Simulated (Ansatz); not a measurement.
Computed with Ansatz, DFT PBE, scalar-relativistic, plane waves, PAW. All cells share a 420 eV cutoff and Γ-centred k meshes spaced at most about 0.3 Å⁻¹ (about 0.25 or finer for metals, 2π included). No spin polarisation in the final relaxations.

All energies are static (0 K, no zero-point motion). Lower structures may exist.

Problem. Order these relaxed structures of ZnSe by energy, lowest first, with the energy over the lowest of them.
A.

```cif
data_structure
_symmetry_space_group_name_H-M 'F-43m'
_symmetry_Int_Tables_number 216
_cell_length_a 5.7318
_cell_length_b 5.7318
_cell_length_c 5.7318
_cell_angle_alpha 90.000
_cell_angle_beta 90.000
_cell_angle_gamma 90.000
_cell_volume 188.31
loop_
_atom_site_label
_atom_site_type_symbol
_atom_site_symmetry_multiplicity
_atom_site_Wyckoff_symbol
_atom_site_fract_x
_atom_site_fract_y
_atom_site_fract_z
_atom_site_occupancy
Zn1 Zn 4 a 0.00000 0.00000 0.00000 1
Se1 Se 4 c 0.25000 0.25000 0.25000 1
```

B.

```cif
data_structure
_symmetry_space_group_name_H-M 'P4/mmm'
_symmetry_Int_Tables_number 123
_cell_length_a 3.5734
_cell_length_b 3.5734
_cell_length_c 5.6283
_cell_angle_alpha 90.000
_cell_angle_beta 90.000
_cell_angle_gamma 90.000
_cell_volume 71.87
loop_
_atom_site_label
_atom_site_type_symbol
_atom_site_symmetry_multiplicity
_atom_site_Wyckoff_symbol
_atom_site_fract_x
_atom_site_fract_y
_atom_site_fract_z
_atom_site_occupancy
Zn1 Zn 1 a 0.00000 0.00000 0.00000 1
Se1 Se 1 c 0.50000 0.50000 0.00000 1
```

C.

```cif
data_structure
_symmetry_space_group_name_H-M 'P4/nmm:1'
_symmetry_Int_Tables_number 129
_cell_length_a 4.1013
_cell_length_b 4.1013
_cell_length_c 6.4758
_cell_angle_alpha 90.000
_cell_angle_beta 90.000
_cell_angle_gamma 90.000
_cell_volume 108.93
loop_
_atom_site_label
_atom_site_type_symbol
_atom_site_symmetry_multiplicity
_atom_site_Wyckoff_symbol
_atom_site_fract_x
_atom_site_fract_y
_atom_site_fract_z
_atom_site_occupancy
Zn1 Zn 2 a 0.00000 0.00000 0.00000 1
Se1 Se 2 c 0.00000 0.50000 0.23014 1
```

D.

```cif
data_structure
_symmetry_space_group_name_H-M 'P-6m2'
_symmetry_Int_Tables_number 187
_cell_length_a 3.8249
_cell_length_b 3.8249
_cell_length_c 10.7791
_cell_angle_alpha 90.000
_cell_angle_beta 90.000
_cell_angle_gamma 120.000
_cell_volume 136.57
loop_
_atom_site_label
_atom_site_type_symbol
_atom_site_symmetry_multiplicity
_atom_site_Wyckoff_symbol
_atom_site_fract_x
_atom_site_fract_y
_atom_site_fract_z
_atom_site_occupancy
Zn1 Zn 2 i 0.66667 0.33333 0.21888 1
Zn2 Zn 1 d 0.33333 0.66667 0.50000 1
Se1 Se 2 g 0.00000 0.00000 0.33318 1
Se2 Se 1 e 0.66667 0.33333 0.00000 1
```

Solution. A (0 meV/atom), C (158 meV/atom), D (504 meV/atom), B (535 meV/atom). Forms: A zinc blende type, F-43m; C anti-litharge type, P4/nmm; D P-6m2; B P4/mmm. Counting Se atoms around Zn (those within 1.25 times the shortest such distance or 1.15 times the sum of covalent radii, 1.27 where that leaves under three; a slash parts the counts of unlike sites): A has Zn 4; C has Zn 4; D has Zn 4/6; B has Zn 4.

Weakly bound directions are ill-defined at this level, which has no dispersion term (P4/nmm, P4/mmm), and this can change margins and order among such cells. A magnetic state wasn't ruled out in cells without spin, among them P-6m2. The F-43m cell at 23.5 Å³/atom was relaxed from a cell as deposited in COD. The P4/nmm cell at 27.2 Å³/atom was relaxed from a Materials Project cell. Cells relaxed within their symmetry can be saddle points. Some candidate types were left out of the draw beforehand, so a known form may be missing.
